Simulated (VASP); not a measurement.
# BN (R3m) in VASP: further runs

Aim: see how the results for BN move with the level of theory and the settings. Levels: PBE0, PBEsol. Tasks: single point.

Program: VASP 6.6.1. These are calculated values, not measurements. Logs are shortened: lines on timing, memory, paths and dates and some standing lists are left out, and cuts for length are marked.

### Step 1. The structure

The structure is trigonal, space group R3m (No. 160). Conventional cell: a = 2.502 Å, b = 2.502 Å, c = 10.119 Å, α = 90.00°, β = 90.00°, γ = 120.00°. Around B (site symmetry 3m) lie 3 N at 1.44 Å. N (site symmetry 3m) has 3 B at 1.44 Å as nearest neighbours.

The cell is a database's computed one.

### Step 2. Single point, PBE0

Contents of POSCAR:

```
BN
1.0
    1.2511220000      0.7223350000      3.3729340000
   -1.2511220000      0.7223350000      3.3729340000
    0.0000000000     -1.4446710000      3.3729340000
B N
1 1
Direct
    0.9996710000      0.9996710000      0.9996710000
    0.3327620000      0.3327620000      0.3327620000
```

Contents of INCAR.step1:

```
SYSTEM = BN
ALGO = Normal
EDIFF = 1E-5
ENCUT = 520
GGA = PE
ISIF = 2
ISMEAR = 0
LASPH = .TRUE.
LREAL = .FALSE.
LWAVE = .TRUE.
NBANDS = 11
NELM = 100
PREC = Accurate
SIGMA = 0.01
```

Contents of INCAR.step2:

```
SYSTEM = BN
AEXX = 0.25
ALGO = Normal
EDIFF = 1E-7
ENCUT = 520
GGA = PE
HFRCUT = -1
ISIF = 2
ISMEAR = 0
ISTART = 1
LASPH = .TRUE.
LCHARG = .TRUE.
LELF = .TRUE.
LHFCALC = .TRUE.
LREAL = .FALSE.
LVHAR = .TRUE.
LWAVE = .FALSE.
NBANDS = 11
NELM = 100
PREC = Accurate
PRECFOCK = Normal
SIGMA = 0.01
```

Contents of KPOINTS:

```
k-points
0
G
  3 3 3
  0 0 0
```

Potentials or basis: VASP PAW PBE potentials, release 64 (B, N).

Launch:

```console
cat potpaw_PBE.64/B/POTCAR potpaw_PBE.64/N/POTCAR > POTCAR
cp INCAR.step1 INCAR
mpirun -np 1 vasp_std > vasp.out
cp INCAR.step2 INCAR
mpirun -np 1 vasp_std > vasp.out
```

OUTCAR:

```text
SYSTEM = BN
   AEXX = 0.25
   EDIFF = 1E-7
   ENCUT = 520
   GGA = PE
   ISIF = 2
   ISMEAR = 0
   ISTART = 1
   LASPH = .TRUE.
   LHFCALC = .TRUE.
   LREAL = .FALSE.
   NELM = 100
   PREC = Accurate
   PRECFOCK = Normal

 ion  position               nearest neighbor table
   1  1.000  1.000  1.000-   2 1.44   2 1.44   2 1.44
   2  0.333  0.333  0.333-   1 1.44   1 1.44   1 1.44

  LATTYP: Found a trigonal (rhomboedric) cell.
 ALAT       =     3.6692993717
 COS(alpha) =     0.7674785490

  Lattice vectors:

 A1 = (   1.2511220000,   0.7223350000,   3.3729340000)
 A2 = (  -1.2511220000,   0.7223350000,   3.3729340000)
 A3 = (   0.0000000000,  -1.4446710000,   3.3729340000)

Analysis of symmetry for initial positions (statically):
=====================================================================
 Subroutine PRICEL returns:
 Original cell was already a primitive cell.

 Routine SETGRP: Setting up the symmetry group for a
 trigonal (rhombohedral) supercell.

 Subroutine GETGRP returns: Found  6 space group operations
 (whereof  6 operations were pure point group operations)
 out of a pool of 12 trial point group operations.

The static configuration has the point symmetry C_3v.

Analysis of symmetry for dynamics (positions and initial velocities):
=====================================================================
 Subroutine PRICEL returns:
 Original cell was already a primitive cell.

 Routine SETGRP: Setting up the symmetry group for a
 trigonal (rhombohedral) supercell.

 Subroutine GETGRP returns: Found  6 space group operations
 (whereof  6 operations were pure point group operations)
 out of a pool of 12 trial point group operations.

The dynamic configuration has the point symmetry C_3v.

 Subroutine INISYM returns: Found  6 space group operations
 (whereof  6 operations are pure point group operations),
 and found     1 'primitive' translations

----------------------------------------------------------------------------------------

                                     Primitive cell

  volume of cell :      18.2893

  direct lattice vectors                    reciprocal lattice vectors
     1.251122000  0.722335000  3.372934000     0.399641282  0.230733094  0.098825951
    -1.251122000  0.722335000  3.372934000    -0.399641282  0.230733094  0.098825951
     0.000000000 -1.444671000  3.372934000     0.000000000 -0.461466189  0.098825883

  length of vectors
     3.669299372  3.669299372  3.669299397     0.471929533  0.471929533  0.471929654

  position of ions in fractional coordinates (direct lattice)
     0.999671000  0.999671000  0.999671000
     0.332762000  0.332762000  0.332762000

  ion indices of the primitive-cell ions
   primitive index   ion index
                 1           1
                 2           2

----------------------------------------------------------------------------------------

 KPOINTS: k-points

Automatic generation of k-mesh.
 Grid dimensions read from file:
 generate k-points for:    3    3    3

 Generating k-lattice:

  Cartesian coordinates                     Fractional coordinates (reciprocal lattice)
     0.133213761  0.076911031  0.032941984     0.333333333  0.000000000  0.000000000
    -0.133213761  0.076911031  0.032941984     0.000000000  0.333333333  0.000000000
     0.000000000 -0.153822063  0.032941961     0.000000000  0.000000000  0.333333333

  Length of vectors
     0.157309844  0.157309844  0.157309885

  Shift w.r.t. Gamma in fractional coordinates (k-lattice)
     0.000000000  0.000000000  0.000000000

 Subroutine IBZKPT returns following result:
 ===========================================

 Found      6 irreducible k-points:

 Following reciprocal coordinates:
            Coordinates               Weight
  0.000000  0.000000  0.000000      1.000000
  0.333333  0.000000 -0.000000      6.000000
  0.333333  0.333333 -0.000000      6.000000
 -0.333333  0.333333  0.000000      6.000000
  0.333333  0.333333  0.333333      2.000000
 -0.333333  0.333333  0.333333      6.000000
   k-points           NKPTS =      6   k-points in BZ     NKDIM =     27   number of bands    NBANDS=     11
   number of dos      NEDOS =    301   number of ions     NIONS =      2
   total plane-waves  NPLWV =  21952
   dimension x,y,z NGX =    28 NGY =   28 NGZ =   28
   dimension x,y,z NGXF=    56 NGYF=   56 NGZF=   56
   ions per type =               1   1
   NGX,Y,Z   is equivalent  to a cutoff of  12.69, 12.69, 12.69 a.u.
   NGXF,Y,Z  is equivalent  to a cutoff of  25.37, 25.37, 25.37 a.u.
 SYSTEM =  BN
   PREC   = accura    normal or accurate (medium, high low for compatibility)
   ISTART =      1    job   : 0-new  1-cont  2-samecut
   ICHARG =      0    charge: 1-file 2-atom 10-const
   ISPIN  =      1    spin polarized calculation?
   LNONCOLLINEAR =      F non collinear calculations
   LSORBIT =      F    spin-orbit coupling
   LASPH  =      T    aspherical Exc in radial PAW
   ENCUT  =  520.0 eV  38.22 Ry    6.18 a.u.   6.82  6.82  6.82*2*pi/ulx,y,z
   NELM   =    100;   NELMIN=  2; NELMDL=  0     # of ELM steps
   EDIFF  = 0.1E-06   stopping-criterion for ELM
   LREAL  =      F    real-space projection
   EDIFFG = 0.1E-05   stopping-criterion for IOM
   NSW    =      0    number of steps for IOM
   IBRION =     -1    ionic relax: 0-MD 1-quasi-New 2-CG
   NFREE  =      0    steps in history (QN), initial steepest desc. (CG)
   ISIF   =      2    stress and relaxation
   ISYM   =      3    0-nonsym 1-usesym 2-fastsym
   POTIM  = 0.5000    time-step for ionic-motion
   TEBEG  =    0.0;   TEEND  =   0.0 temperature during run
   PSTRESS=    0.0 pullay stress
   NELECT =       8.0000    total number of electrons
   NUPDOWN=      -1.0000    fix difference up-down
   EMIN   =  10.00;   EMAX   =-10.00  energy-range for DOS
   EFERMI =   0.00;   METHOD = LEGACY
   ISMEAR =     0;   SIGMA  =   0.01  broadening in eV -4-tet -1-fermi 0-gaus
   EFERMI_NEDOS =   21; number of points for ismear=-14 and -15
   IALGO  =     38    algorithm
   IMIX   =      1    mixing-type and parameters
     AMIX     =   0.40;   BMIX     =  1.00
     AMIX_MAG =   1.60;   BMIX_MAG =  1.00
  volume/ion in A,a.u.               =       9.14        61.71
  Fermi-wavevector in a.u.,A,eV,Ry     =   1.242717  2.348395 21.012102  1.544346
  Thomas-Fermi vector in A             =   2.377059
   LORBIT       =      0    0 simple, 1 ext, 2 COOP (PROOUT), +10 PAW based schemes
   GGA     = PE    functional components
   LHFCALC =     T    Hartree Fock is set to
   PRECFOCK=normal    Normal, Fast or Accurate (Low or Medium for compatibility)
   ENCUT4O =  -1.0   cutoff for four orbital integrals eV
   NKREDX  =     1    reduce k-point grid by
   NKREDY  =     1    reduce k-point grid by
   NKREDZ  =     1    reduce k-point grid by
   AEXX    =    0.2500 exact exchange contribution
   HFSCREEN=    0.0000 screening length (either q_TF or 0.3 A-1)
   HFSCREENC=   0.0000 screening length for correlation (either q_TF or 0.3 A-1)
   ENCUTFOCK=  -1.0 apply spherical cutoff to Coloumb kernel
   IVDW    =     0    specifies the selected vdW correction
   LEPSILON=     F    determine dielectric tensor
   LRPA    =     F    only Hartree local field effects (RPA)
 non-spin polarized calculation
 Gauss-broadening in eV      SIGMA  =   0.01
  energy-cutoff  :      520.00
  volume of cell :       18.29
 maximum number of plane-waves:       517
  NGX = 24; NGY = 24; NGZ = 24

 number of electron       8.0000000 magnetization

 Free energy of the ion-electron system (eV)
  ---------------------------------------------------
  ext. energy  EPLUGINS =         0.00000000
  ---------------------------------------------------
  free energy    TOTEN  =       -21.29278113 eV

  energy without entropy =      -21.29278113  energy(sigma->0) =      -21.29278113

 E-fermi :   0.9151     XC(G=0):  -7.8637

 val. band max:        0.7729864409   @ k =  -0.3333   0.3333   0.0000
 cond. band min:       7.9063975276   @ k =  -0.3333   0.3333   0.0000
 fundamental gap:      7.1334110867
 Fermi energy:         0.9151041117

 k-point     1 :       0.0000    0.0000    0.0000
  band No.  band energies     occupation
      1     -18.7229      2.00000
      2      -3.5529      2.00000
      3      -0.7024      2.00000
      4      -0.7024      2.00000
      5       8.0294      0.00000
      6      15.2337      0.00000
      7      15.2337      0.00000
      8      17.0985      0.00000
      9      18.3764      0.00000
     10      29.4613      0.00000
     11      31.5129      0.00000

 k-point     2 :       0.3333    0.0000   -0.0000
  band No.  band energies     occupation
      1     -16.4711      2.00000
      2      -6.6672      2.00000
      3      -3.0654      2.00000
      4      -1.1733      2.00000
      5      10.5565      0.00000
      6      12.1531      0.00000
      7      14.8185      0.00000
      8      20.8549      0.00000
      9      22.7198      0.00000
     10      23.8019      0.00000
     11      26.0054      0.00000

 k-point     3 :       0.3333    0.3333   -0.0000
  band No.  band energies     occupation
      1     -16.4072      2.00000
      2      -6.5792      2.00000
      3      -3.1118      2.00000
      4      -1.7392      2.00000
      5       9.9389      0.00000
      6      12.9695      0.00000
      7      15.1480      0.00000
      8      22.1002      0.00000
      9      22.6118      0.00000
     10      23.3207      0.00000
     11      29.1860      0.00000

 k-point     4 :      -0.3333    0.3333    0.0000
  band No.  band energies     occupation
      1     -14.5046      2.00000
      2      -7.6676      2.00000
      3      -6.9808      2.00000
      4       0.7730      2.00000
      5       7.9064      0.00000
      6      15.4328      0.00000
      7      16.8860      0.00000
      8      19.8049      0.00000
      9      22.1014      0.00000
     10      23.4072      0.00000
     11      25.2243      0.00000

 k-point     5 :       0.3333    0.3333    0.3333
  band No.  band energies     occupation
      1     -18.4987      2.00000
      2      -5.2077      2.00000
      3      -0.7166      2.00000
      4      -0.7166      2.00000
      5      11.8225      0.00000
      6      15.1757      0.00000
      7      15.1757      0.00000
      8      16.3886      0.00000
      9      19.3774      0.00000
     10      27.0678      0.00000
     11      29.2047      0.00000

 k-point     6 :      -0.3333    0.3333    0.3333
  band No.  band energies     occupation
      1     -16.3048      2.00000
      2      -6.6506      2.00000
      3      -3.0970      2.00000
      4      -2.6351      2.00000
      5      10.6084      0.00000
      6      13.7300      0.00000
      7      18.2636      0.00000
      8      19.5388      0.00000
      9      22.6079      0.00000
     10      24.5681      0.00000
     11      27.6690      0.00000

------------------------ aborting loop because EDIFF is reached ----------------------------------------

  FORCE on cell =-STRESS in cart. coord.  units (eV):
  Direction    XX          YY          ZZ          XY          YZ          ZX
  --------------------------------------------------------------------------------------
  -------------------------------------------------------------------------------------
  Total       -0.5377452     -0.5377448      0.2545754      0.0000000     -0.0000000      0.0000000
  in kB      -47.1074426    -47.1074048     22.3012616      0.0000000     -0.0000022      0.0000000
  external PRESSURE =     -23.9711953 kB  Pullay stress =       0.0000000 kB

 VOLUME and BASIS-vectors are now :
 -----------------------------------------------------------------------------
  energy-cutoff  :      520.00
  volume of cell :       18.29
      direct lattice vectors                 reciprocal lattice vectors
     1.251122000  0.722335000  3.372934000     0.399641282  0.230733094  0.098825951
    -1.251122000  0.722335000  3.372934000    -0.399641282  0.230733094  0.098825951
     0.000000000 -1.444671000  3.372934000     0.000000000 -0.461466189  0.098825883

 POSITION                                       TOTAL-FORCE (eV/Angst)
 -----------------------------------------------------------------------------------
      0.00000     -0.00000     10.11547         0.000000      0.000000     -0.002385
      0.00000     -0.00000      3.36715         0.000000     -0.000000      0.002385
 -----------------------------------------------------------------------------------
    total drift:                               -0.000000      0.000020     -0.000050

  FREE ENERGIE OF THE ION-ELECTRON SYSTEM (eV)
  ---------------------------------------------------
  free  energy   TOTEN  =       -21.2927811278 eV

  energy  without entropy=      -21.2927811278  energy(sigma->0) =      -21.29278113
```

It took 44 s on 1 thread of Intel Xeon Platinum 8488C (Sapphire Rapids), shared host; peak memory 0.14 GiB.

What came out:

| Item | Value |
| --- | --- |
| Free energy | -21.2928 eV |
| Pressure | -2.4 GPa |
| Band gap on the k mesh | 7.13 eV, direct |

Forces in eV/Å, atoms in the order of the input:
```
B    0.000  0.000 -0.002
N    0.000  0.000  0.002
```

Stress tensor (GPa, compression positive):
```
-4.71  0.00  0.00
 0.00 -4.71  0.00
 0.00  0.00  2.23
```

Levels at points of the mesh, in eV from the valence-band top:
```csv
k point,band 2,band 3,band 4,band 5,band 6,band 7
"(0.00, 0.00, 0.00)",-4.33,-1.48,-1.48,7.26,14.46,14.46
```

Caveat: the k mesh is coarse (spacing up to 0.99 Å⁻¹), so the values aren't converged, least of all with exact exchange; the PAW data sets were made with another functional, which shifts forces and pressure a little; an odd mesh through Γ misses points on the zone boundary, where band edges often lie.

### Step 3. Single point, PBEsol

Contents of INCAR:

```
SYSTEM = BN
ALGO = Normal
EDIFF = 1E-7
ENCUT = 520
GGA = PS
ISIF = 2
ISMEAR = 0
LASPH = .True.
LCHARG = .True.
LELF = .True.
LREAL = .False.
LVHAR = .True.
LWAVE = .False.
NBANDS = 11
NELM = 100
PREC = Accurate
SIGMA = 0.01
```

Contents of KPOINTS:

```
k-points
0
Gamma
  3 3 3
  0 0 0
```

POSCAR is that of step 2.

Potentials or basis: VASP PAW PBE potentials, release 64 (B, N).

Launch:

```console
cat potpaw_PBE.64/B/POTCAR potpaw_PBE.64/N/POTCAR > POTCAR
mpirun -np 1 vasp_std > vasp.out
```

OUTCAR:

```text
SYSTEM = BN
   EDIFF = 1E-7
   ENCUT = 520
   GGA = PS
   ISIF = 2
   ISMEAR = 0
   LASPH = .True.
   LREAL = .False.
   NELM = 100
   PREC = Accurate

 ion  position               nearest neighbor table
   1  1.000  1.000  1.000-   2 1.44   2 1.44   2 1.44
   2  0.333  0.333  0.333-   1 1.44   1 1.44   1 1.44

  LATTYP: Found a trigonal (rhomboedric) cell.
 ALAT       =     3.6692993717
 COS(alpha) =     0.7674785490

  Lattice vectors:

 A1 = (   1.2511220000,   0.7223350000,   3.3729340000)
[... 250 lines left out ...]
------------------------ aborting loop because EDIFF is reached ----------------------------------------

  FORCE on cell =-STRESS in cart. coord.  units (eV):
  Direction    XX          YY          ZZ          XY          YZ          ZX
  --------------------------------------------------------------------------------------
  -------------------------------------------------------------------------------------
  Total        0.1155892      0.1155891      0.0928943      0.0000000     -0.0000000      0.0000000
  in kB       10.1258177     10.1258095      8.1377028      0.0000000     -0.0000008      0.0000000
  external PRESSURE =       9.4631100 kB  Pullay stress =       0.0000000 kB

 VOLUME and BASIS-vectors are now :
 -----------------------------------------------------------------------------
  energy-cutoff  :      520.00
  volume of cell :       18.29
      direct lattice vectors                 reciprocal lattice vectors
     1.251122000  0.722335000  3.372934000     0.399641282  0.230733094  0.098825951
    -1.251122000  0.722335000  3.372934000    -0.399641282  0.230733094  0.098825951
     0.000000000 -1.444671000  3.372934000     0.000000000 -0.461466189  0.098825883

 POSITION                                       TOTAL-FORCE (eV/Angst)
 -----------------------------------------------------------------------------------
      0.00000     -0.00000     10.11547         0.000000     -0.000000      0.007377
      0.00000     -0.00000      3.36715         0.000000      0.000000     -0.007377
 -----------------------------------------------------------------------------------
    total drift:                                0.000000      0.000022     -0.000049

  FREE ENERGIE OF THE ION-ELECTRON SYSTEM (eV)
  ---------------------------------------------------
  free  energy   TOTEN  =       -18.1772057241 eV

  energy  without entropy=      -18.1772057241  energy(sigma->0) =      -18.17720572
```

OSZICAR:

```text
N       E                     dE             d eps       ncg     rms          rms(c)
DAV:   1     0.143717884014E+02    0.14372E+02   -0.47749E+03   132   0.704E+02
DAV:   2    -0.192580944819E+02   -0.33630E+02   -0.33016E+02   171   0.161E+02
DAV:   3    -0.199560651422E+02   -0.69797E+00   -0.69740E+00   153   0.212E+01
DAV:   4    -0.199584795121E+02   -0.24144E-02   -0.24143E-02   161   0.135E+00
DAV:   5    -0.199584871933E+02   -0.76813E-05   -0.76813E-05   156   0.615E-02    0.789E+00
DAV:   6    -0.183850356381E+02    0.15735E+01   -0.49727E+00   157   0.123E+01    0.370E+00
DAV:   7    -0.182184355491E+02    0.16660E+00   -0.24975E-01   144   0.349E+00    0.218E+00
DAV:   8    -0.181767334869E+02    0.41702E-01   -0.10558E-01   150   0.196E+00    0.236E-01
DAV:   9    -0.181769396116E+02   -0.20612E-03   -0.18252E-03   150   0.365E-01    0.119E-01
DAV:  10    -0.181771893142E+02   -0.24970E-03   -0.38133E-04   141   0.138E-01    0.234E-02
DAV:  11    -0.181772063426E+02   -0.17028E-04   -0.33530E-05   159   0.393E-02    0.162E-02
DAV:  12    -0.181772056376E+02    0.70498E-06   -0.66973E-06   147   0.172E-02    0.125E-03
DAV:  13    -0.181772057241E+02   -0.86449E-07   -0.28390E-07   153   0.472E-03
   1 F= -.18177206E+02 E0= -.18177206E+02  d E =-.287982-122
```

stdout:

```text
POSCAR found type information on POSCAR B N
 POSCAR found :  2 types and       2 ions
 scaLAPACK will be used
 -----------------------------------------------------------------------------
|                                                                             |
|                                                                             |
|     You enforced a specific xc type in the INCAR file but a different       |
|     I HOPE YOU KNOW WHAT YOU ARE DOING!                                     |
|                                                                             |
 -----------------------------------------------------------------------------

 LDA part: xc-table for (Slater+PW92), standard interpolation
 POSCAR, INCAR and KPOINTS ok, starting setup
 FFT: planning ... GRIDC
 FFT: planning ... GRID_SOFT
 FFT: planning ... GRID
 WAVECAR not read
 entering main loop
```

It used 3.6 s of CPU time on 1 thread of Intel(R) Xeon(R) Platinum 8488C (Sapphire Rapids), on a shared host, which was overloaded at the time.

Results:

```
Free energy            : -18.1772 eV
Pressure               : 0.9 GPa
Largest force          : 0.007 eV/Å
Band gap on the k mesh : 4.58 eV, direct
```

Forces on the atoms (eV/Å):
```
B    0.000  0.000  0.007
N    0.000  0.000 -0.007
```

Levels at points of the mesh, in eV from the valence-band top:
```csv
k point,band 1,band 2,band 3,band 4,band 5,band 6,band 7,band 8,band 9
"(0.00, 0.00, 0.00)",-17.75,-4.22,-1.26,-1.26,4.92,11.61,11.61,13.10,14.70
```

Caveat: the k mesh is coarse (spacing up to 0.99 Å⁻¹), so the values aren't converged; the PAW data sets were made with another functional, which shifts forces and pressure a little; an odd mesh through Γ misses points on the zone boundary, where band edges often lie. PBEsol gaps usually lie below the measured ones, often by a third to a half.
